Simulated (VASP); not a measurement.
# VASP 6.6.1 run: CdTe

INCAR

```
LCHARG = .FALSE.
IBRION = -1
LWAVE = .FALSE.
LDAUU = 4 4 4
EDIFF = 1E-7
ISMEAR = -1
LREAL = .FALSE.
LDAU = .TRUE.
ISIF = 2
LDAUTYPE = 2
PREC = Accurate
NELM = 74
ENCUT = 520
NBANDS = 16
NSW = 0
LASPH = .TRUE.
LDAUL = 2 2 2
GGA = PE
SIGMA = 0.02
```

KPOINTS

```
KPOINTS created by Atomic Simulation Environment
0
Gamma
6 6 6
0 0 0
```

POSCAR

```
Cd Te
 1.0000000000000000
    -0.0000000000000000    3.2799551161722134    3.2799551161722134
     3.2799551161722134    0.0000000000000000    3.2799551161722134
     3.2799551161722134    3.2799551161722134    0.0000000000000000
 Cd  Te
   1   1
Cartesian
  0.0000000000000000  0.0000000000000000 -0.0000000000000000
  1.6399775580861065  1.6399775580861065  1.6399775580861065
```

The recommended PBE PAW datasets give the neutral cell 18 valence electrons.

Command

```
mpirun -np 1 vasp_std
```

OSZICAR

```
N       E                     dE             d eps       ncg     rms          rms(c)
DAV:   1     0.974063819816E+02    0.97406E+02   -0.85266E+03   528   0.972E+02
DAV:   2    -0.672869203833E+00   -0.98079E+02   -0.94747E+02   616   0.229E+02
DAV:   3    -0.425793479830E+01   -0.35851E+01   -0.35815E+01   616   0.485E+01
DAV:   4    -0.428792497707E+01   -0.29990E-01   -0.29989E-01   776   0.389E+00
DAV:   5    -0.428797818786E+01   -0.53211E-04   -0.53211E-04   664   0.161E-01    0.562E+00
DAV:   6    -0.410385983267E+01    0.18412E+00   -0.34487E-01   560   0.703E+00    0.422E+00
DAV:   7    -0.409909432190E+01    0.47655E-02   -0.11787E-01   560   0.239E+00    0.156E+00
DAV:   8    -0.410214688916E+01   -0.30526E-02   -0.16538E-02   592   0.140E+00    0.498E-01
DAV:   9    -0.410281318698E+01   -0.66630E-03   -0.14536E-03   584   0.413E-01    0.145E-01
DAV:  10    -0.410285940424E+01   -0.46217E-04   -0.17852E-04   640   0.157E-01    0.808E-02
DAV:  11    -0.410290503871E+01   -0.45634E-04   -0.76189E-05   592   0.709E-02    0.258E-02
DAV:  12    -0.410290604475E+01   -0.10060E-05   -0.42683E-06   648   0.176E-02    0.113E-02
DAV:  13    -0.410290828454E+01   -0.22398E-05   -0.60938E-06   584   0.109E-02    0.117E-02
DAV:  14    -0.410290801587E+01    0.26867E-06   -0.81526E-07   664   0.746E-03    0.205E-03
DAV:  15    -0.410290831702E+01   -0.30115E-06   -0.20606E-07   608   0.219E-03    0.357E-03
DAV:  16    -0.410290819238E+01    0.12464E-06   -0.31164E-08   512   0.112E-03    0.311E-04
DAV:  17    -0.410290817871E+01    0.13672E-07   -0.25966E-09   328   0.269E-04
   1 F= -.41029082E+01 E0= -.41029082E+01  d E =-.146737E-10
```

From OUTCAR

```
k-points           NKPTS =     16   k-points in BZ     NKDIM =     16   number of bands    NBANDS=     16

   NELECT =      18.0000    total number of electrons

   dimension x,y,z NGX =    36 NGY =   36 NGZ =   36
   dimension x,y,z NGXF=    72 NGYF=   72 NGZF=   72

  energy-cutoff  :      520.00
  volume of cell :       70.57
      direct lattice vectors                 reciprocal lattice vectors
     0.000000000  3.279955116  3.279955116    -0.152441110  0.152441110  0.152441110
     3.279955116  0.000000000  3.279955116     0.152441110 -0.152441110  0.152441110
     3.279955116  3.279955116  0.000000000     0.152441110  0.152441110 -0.152441110

 k-points in reciprocal lattice and weights: KPOINTS created by Atomic Simulation Env
   0.00000000  0.00000000  0.00000000       0.005
   0.16666667  0.00000000  0.00000000       0.037
   0.33333333  0.00000000  0.00000000       0.037
   0.50000000  0.00000000  0.00000000       0.019
   0.16666667  0.16666667  0.00000000       0.028
   0.33333333  0.16666667  0.00000000       0.111
   0.50000000  0.16666667  0.00000000       0.111
  -0.33333333  0.16666667  0.00000000       0.111
   ...

 E-fermi :   2.3466

 k-point     1 :       0.0000    0.0000    0.0000
  band No.  band energies     occupation
      1      -8.9255      2.00000
      2      -7.8259      2.00000
      3      -7.8259      2.00000
      4      -7.8259      2.00000
      5      -7.6225      2.00000
      6      -7.6225      2.00000
      7       1.9164      2.00000
      8       1.9164      2.00000
      9       1.9164      2.00000
     10       2.7442      0.00000
     11       6.8535      0.00000
     12       6.8535      0.00000
     13       6.8535      0.00000
     14       9.4472      0.00000
     15      11.5008      0.00000
     16      11.5008      0.00000

 k-point     2 :       0.1667    0.0000    0.0000
  band No.  band energies     occupation
      1      -8.9127      2.00000
      2      -7.8134      2.00000
      3      -7.8134      2.00000
      4      -7.6702      2.00000
      5      -7.6234      2.00000
      6      -7.6234      2.00000
      7       0.2846      2.00000
      8       1.7230      2.00000
      9       1.7230      2.00000
     10       3.8445      0.00000
     11       6.8478      0.00000
     12       7.1612      0.00000
     13       7.1612      0.00000
     14      10.4480      0.00000
     15      10.5685      0.00000
     16      10.5685      0.00000

 k-point     3 :       0.3333    0.0000    0.0000
  band No.  band energies     occupation
      1      -8.9049      2.00000
      2      -7.7909      2.00000
      3      -7.7909      2.00000
      4      -7.6221      2.00000
      5      -7.6221      2.00000
      6      -7.2631      2.00000
      7      -1.4203      2.00000
      8       1.3938      2.00000
      9       1.3938      2.00000
     10       3.9877      0.00000
     11       7.4004      0.00000
     12       7.4004      0.00000
     13       8.2210      0.00000
     14      10.0877      0.00000
     15      10.9848      0.00000
     16      10.9848      0.00000

 ...

  Total        0.5570428      0.5570428      0.5570428      0.0000000      0.0000000      0.0000000
  in kB       12.6463572     12.6463572     12.6463572      0.0000000      0.0000000      0.0000000
  external PRESSURE =      12.6463572 kB  Pullay stress =       0.0000000 kB

 POSITION                                       TOTAL-FORCE (eV/Angst)
 -----------------------------------------------------------------------------------
      0.00000      0.00000      0.00000         0.000000      0.000000      0.000000
      1.63998      1.63998      1.63998        -0.000000     -0.000000     -0.000000
 -----------------------------------------------------------------------------------
    total drift:                               -0.000000     -0.000000     -0.000000

  FREE ENERGIE OF THE ION-ELECTRON SYSTEM (eV)
  ---------------------------------------------------
  free  energy   TOTEN  =        -4.1029081787 eV

  energy  without entropy=       -4.1029081787  energy(sigma->0) =       -4.10290818
```

It converged. Results: gap between bands v and c on the k mesh 0.83 eV; least direct gap on the k mesh 0.83 eV; pressure 1.3 GPa. Band v is the last that the valence electrons fill when counted band by band, and c is the next.

These settings aren't sound, so the numbers aren't properties of the crystal.

The fault: wrong count of Hubbard values.

On sound settings PBE gives a gap of 0.66 eV on its mesh and a pressure of 1.1 GPa for the intended cell. This run's energy (σ→0) differs from it by 348 meV an atom.

The run took about 30 s on one core of a shared host (Intel Xeon Platinum 8488C) and held 0.21 GiB at most.
